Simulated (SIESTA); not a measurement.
## CdSe (Cadmoselite) under changes of volume

One of the cells (28.665 Å³/atom); the others are scaled copies at fixed shape and fractional positions:

```
CELL_PARAMETERS angstrom
4.32848 0.00000 0.00000
-2.16424 3.74857 0.00000
0.00000 0.00000 7.06649
ATOMIC_POSITIONS crystal
Cd 0.66667 0.33333 0.50000
Cd 0.33333 0.66667 0.00000
Se 0.66667 0.33333 0.88500
Se 0.33333 0.66667 0.38500
```

* Program: SIESTA 5.4.2
* Functional: PBE
* Potentials or basis: PseudoDojo 0.4 standard (PBE files)
* Basis: DZP (energy shift 0.003 Ry; two zetas on semicore shells)
* Grid cutoff: 800 Ry
* Energy shift: 0.003 Ry
* k mesh: 7 × 7 × 4
* Occupations: fermi-dirac, width 0.05 eV
* Spin: no spin polarisation

```tsv
volume (Å³/atom)	energy over the lowest point (meV/atom)	pressure (GPa)	gap on the mesh (eV)	largest force (eV/Å)
26.416	70.89	7.5	1.12	0.401
26.978	47.35	5.9	1.05	0.373
27.540	?	?	?	?
28.665	6.81	2.0	0.86	0.300
29.227	1.85	1.0	0.80	0.279
29.789	0.00	0.1	0.75	0.258
```

Q: What does the run at 27.540 Å³/atom give?

A: Energy over the lowest point 29.27 meV/atom; pressure 4.5 GPa; gap on the mesh 0.99 eV; largest force 0.347 eV/Å.

Worked out: A Birch-Murnaghan fit of order 3 (a polynomial in V^(-2/3)) to the other rows has its minimum at 29.81 Å³/atom, just outside them, with B0 = V·E''(V) = 46 GPa and B' = 5.1 at fixed shape and positions, which overstates the stiffness. It gives 29.18 meV/atom at 27.540 Å³/atom, against the run's 29.27, and -dE/dV = 4.5 GPa, against 4.5. A straight line through the other rows of the gap, of slope -3.1 eV per unit of ln V (its deformation potential), gives 0.99 eV, against the run's 0.99.

Energies are extrapolated to zero smearing.

Caveats: an odd mesh through Γ misses points on the zone boundary, where band edges often lie; the basis of atomic orbitals isn't converged, which shifts pressures, moduli and gaps. Spin-orbit coupling on Cd, Se is left out.
